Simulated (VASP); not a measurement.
# A VASP 6.6.1 single-point calculation on LiBr

INCAR

```
NBANDS = 12
GGA = PS
ISMEAR = 0
NSW = 0
LASPH = .TRUE.
LWAVE = .FALSE.
ENCUT = 520
ISIF = 2
NELM = 120
PREC = Accurate
EDIFF = 1E-7
ALGO = Normal
IBRION = -1
LREAL = .FALSE.
SIGMA = 0.01
LCHARG = .FALSE.
NELECT = 10.1
```

KPOINTS

```
KPOINTS created by Atomic Simulation Environment
0
Gamma
8 8 8
0 0 0
```

POSCAR

```
Li Br
 1.0000000000000000
     0.0000000000000000    2.7395650467557617    2.7395650467557617
     2.7395650467557617   -0.0000000000000000    2.7395650467557617
     2.7395650467557617    2.7395650467557617    0.0000000000000000
 Li  Br
   1   1
Cartesian
 -0.0000000000000000  0.0000000000000000  0.0000000000000000
  2.7395650467557613  2.7395650467557613  2.7395650467557613
```

The recommended PBE PAW datasets give the neutral cell 10 valence electrons.

Command

```
mpirun -np 1 vasp_std
```

OSZICAR

```
N       E                     dE             d eps       ncg     rms          rms(c)
DAV:   1     0.409270450687E+02    0.40927E+02   -0.39888E+03   696   0.764E+02
DAV:   2    -0.373919586641E+01   -0.44666E+02   -0.43082E+02   872   0.134E+02
DAV:   3    -0.633976682502E+01   -0.26006E+01   -0.25927E+01   940   0.336E+01
DAV:   4    -0.640499156549E+01   -0.65225E-01   -0.65107E-01   944   0.522E+00
DAV:   5    -0.640542611272E+01   -0.43455E-03   -0.43454E-03   876   0.442E-01    0.469E+00
DAV:   6    -0.635888135558E+01    0.46545E-01   -0.77724E-02   856   0.117E+00    0.266E+00
DAV:   7    -0.635647030463E+01    0.24111E-02   -0.26738E-02  1036   0.822E-01    0.626E-01
DAV:   8    -0.635692191671E+01   -0.45161E-03   -0.14671E-03   872   0.261E-01    0.596E-02
DAV:   9    -0.635693014252E+01   -0.82258E-05   -0.17941E-04   852   0.790E-02    0.212E-02
DAV:  10    -0.635693565396E+01   -0.55114E-05   -0.25172E-05   840   0.311E-02    0.290E-03
DAV:  11    -0.635693585456E+01   -0.20060E-06   -0.57161E-07   948   0.572E-03    0.347E-03
DAV:  12    -0.635693540143E+01    0.45313E-06   -0.27558E-07   812   0.249E-03    0.287E-03
DAV:  13    -0.635693574263E+01   -0.34120E-06   -0.17671E-08   424   0.984E-04    0.419E-04
DAV:  14    -0.635693578007E+01   -0.37441E-07   -0.75102E-09   384   0.539E-04
   1 F= -.63569358E+01 E0= -.63569104E+01  d E =-.507289E-04
```

From OUTCAR

```
k-points           NKPTS =     29   k-points in BZ     NKDIM =     29   number of bands    NBANDS=     12

   NELECT =      10.1000    total number of electrons

   dimension x,y,z NGX =    30 NGY =   30 NGZ =   30
   dimension x,y,z NGXF=    60 NGYF=   60 NGZF=   60

  energy-cutoff  :      520.00
  volume of cell :       41.12
      direct lattice vectors                 reciprocal lattice vectors
     0.000000000  2.739565047  2.739565047    -0.182510724  0.182510724  0.182510724
     2.739565047  0.000000000  2.739565047     0.182510724 -0.182510724  0.182510724
     2.739565047  2.739565047  0.000000000     0.182510724  0.182510724 -0.182510724

 k-points in reciprocal lattice and weights: KPOINTS created by Atomic Simulation Env
   0.00000000  0.00000000  0.00000000       0.002
   0.12500000  0.00000000  0.00000000       0.016
   0.25000000  0.00000000  0.00000000       0.016
   0.37500000  0.00000000  0.00000000       0.016
   0.50000000  0.00000000  0.00000000       0.008
   0.12500000  0.12500000  0.00000000       0.012
   0.25000000  0.12500000  0.00000000       0.047
   0.37500000  0.12500000  0.00000000       0.047
   ...

 E-fermi :   5.8645

 k-point     1 :       0.0000    0.0000    0.0000
  band No.  band energies     occupation
      1     -43.3261      2.00000
      2     -13.2294      2.00000
      3       0.2739      2.00000
      4       0.2739      2.00000
      5       0.2739      2.00000
      6       5.0308      2.00000
      7      10.6272      0.00000
      8      10.6272      0.00000
      9      10.6272      0.00000
     10      12.4403      0.00000
     11      12.4404      0.00000
     12      12.4404      0.00000

 k-point     2 :       0.1250    0.0000    0.0000
  band No.  band energies     occupation
      1     -43.3260      2.00000
      2     -13.1633      2.00000
      3      -0.3431      2.00000
      4       0.2294      2.00000
      5       0.2294      2.00000
      6       5.5725      2.00000
      7       9.8647      0.00000
      8      10.4729      0.00000
      9      10.4729      0.00000
     10      11.5873      0.00000
     11      11.5874      0.00000
     12      12.7838      0.00000

 k-point     3 :       0.2500    0.0000    0.0000
  band No.  band energies     occupation
      1     -43.3256      2.00000
      2     -12.9957      2.00000
      3      -1.4779      2.00000
      4       0.1284      2.00000
      5       0.1284      2.00000
      6       6.0547      0.00000
      7       9.3578      0.00000
      8       9.3578      0.00000
      9       9.8736      0.00000
     10      12.5186      0.00000
     11      12.5186      0.00000
     12      13.1404      0.00000

 k-point     4 :       0.3750    0.0000    0.0000
  band No.  band energies     occupation
      1     -43.3252      2.00000
      2     -12.8148      2.00000
      3      -2.3844      2.00000
      4       0.0358      2.00000
      5       0.0358      2.00000
      6       5.8305      2.00000
      7       8.5399      0.00000
      8       8.5399      0.00000
      9      11.1891      0.00000
     10      13.5915      0.00000
     11      14.3076      0.00000
     12      14.3076      0.00000

 ...

  Total        0.7300781      0.7300781      0.7300781      0.0000000      0.0000000      0.0000000
  in kB       28.4449431     28.4449431     28.4449431      0.0000000      0.0000000      0.0000000
  external PRESSURE =      28.4449431 kB  Pullay stress =       0.0000000 kB

 POSITION                                       TOTAL-FORCE (eV/Angst)
 -----------------------------------------------------------------------------------
      0.00000      0.00000      0.00000         0.000000      0.000000     -0.000000
      2.73957      2.73957      2.73957        -0.000000     -0.000000      0.000000
 -----------------------------------------------------------------------------------
    total drift:                               -0.000000     -0.000000      0.000000

  FREE ENERGIE OF THE ION-ELECTRON SYSTEM (eV)
  ---------------------------------------------------
  free  energy   TOTEN  =        -6.3569357801 eV

  energy  without entropy=       -6.3568850512  energy(sigma->0) =       -6.35691042
```

It converged. Results: pressure 2.8 GPa.

The cell is charged and sits in a uniform background.

For comparison, a separate r²SCAN run of the intended cell, on usual settings and not on those above, gives a gap of 5.93 eV on its mesh and a pressure of -0.3 GPa.

The run above took about 16 s on one core of a shared host (Intel Xeon Platinum 8488C) and held 0.16 GiB at most.
